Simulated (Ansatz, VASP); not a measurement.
## One calculation of CoO, two programs

INCAR

```
SYSTEM = CoO
ALGO = Normal
EDIFF = 1E-6
EDIFFG = -0.005
ENCUT = 600
GGA = PS
IBRION = 2
ISIF = 3
ISMEAR = -1
ISPIN = 2
IVDW = 13
LASPH = .TRUE.
LCHARG = .FALSE.
LMAXMIX = 4
LORBIT = 11
LREAL = .FALSE.
LWAVE = .FALSE.
MAGMOM = 2 0
NELM = 120
NSW = 60
PREC = Accurate
SIGMA = 0.05
```

File KPOINTS:

```
k-points
0
G
  9 9 9
  0 0 0
```

The input POSCAR:

```
CoO
1.0
   -1.5080004400      1.5080004400      2.1072503600
    1.5080004400     -1.5080004400      2.1072503600
    1.5080004400      1.5080004400     -2.1072503600
Co O
1 1
Direct
    0.0000000000      0.0000000000      0.0000000000
    0.5000000000      0.5000000000      0.0000000000
```

input.yaml

```yaml
crystal:
  lattice:
    - [-1.50800044, 1.50800044, 2.10725036]
    - [1.50800044, -1.50800044, 2.10725036]
    - [1.50800044, 1.50800044, -2.10725036]
  atoms:
    - { symbol: Co, position: [0.0, 0.0, 0.0], spin: 2.0 }
    - { symbol: O, position: [0.5, 0.5, 0.0] }
hamiltonian:
  xc: pbesol
  pseudopotentials: { kind: paw }
  dispersion: d4
magnetization:
  spin_polarized: true
kpoints:
  mp_grid: { grid: [9, 9, 9] }
scf:
  occupations: { method: fermi_dirac, width: 0.05 }
output:
  forces: true
  stress: true
  eigenvalues: true
  write_density: true
  write_potential: true
  elf: true
  volumetric_format: npy
relax:
  f_tol: 0.01
  max_steps: 40
  cell: { stress_tol: 0.05 }
```

Alike in both runs: task relaxation of cell and atoms; functional PBEsol; dispersion D4; k mesh 9 × 9 × 9; occupations fermi-dirac, width 0.05 eV; collinear spin, ferromagnetic start.

|  | VASP | Ansatz |
| --- | --- | --- |
| version | VASP 6.6.1 | Ansatz 0.2.0 |
| potentials or method | VASP PAW PBE potentials, release 64 (Co, O) | Ansatz PAW |
| plane-wave cutoff (eV) | 600 | 420 |
| valence electrons in the cell | 15 | 23 |

```tsv
	VASP	Ansatz	Ansatz less VASP
gap on the k mesh at the Fermi level, each at its own relaxed structure (eV)	none	none	-
net moment per atom (μB)	1.36	1.37	+0.009
size of the moment on the site where the two differ most (μB)	2.40	2.32	-0.077
relaxed volume (Å³/atom)	8.93	8.95	+0.027
relaxed cell length with the largest relative difference (Å)	2.934	2.937	+0.0029
energy change over the relaxation (meV/atom)	-27	-24	+3.3
```

Site moments also hang on the region over which each program counts them. A gap of «none» marks a metal or a gap that the smearing closes. The two sets of potentials don't hold the same shells in valence.

Caveats: a cell with one magnetic atom can't hold antiferromagnetic order, which such compounds often take; semilocal functionals often make such compounds metallic where correlation or magnetic order opens a gap, which also shifts bond lengths; pairwise dispersion overbinds metals, which lowers pressure and volume; the PAW data sets were made with another functional, which shifts forces and pressure a little (VASP); the plane-wave basis is chosen anew once the cell has moved, so the energies of steps on either side of that aren't comparable (Ansatz); the pressure holds a Pulay correction of +0.8 GPa for the finite cutoff (Ansatz); the PAW data sets come from PBE, with cores solved anew for the run's functional, which leaves a small shift of forces and pressure (Ansatz). With open d or f shells a metallic result of PBEsol can be an artefact of self-interaction; +U or a hybrid may open a gap.
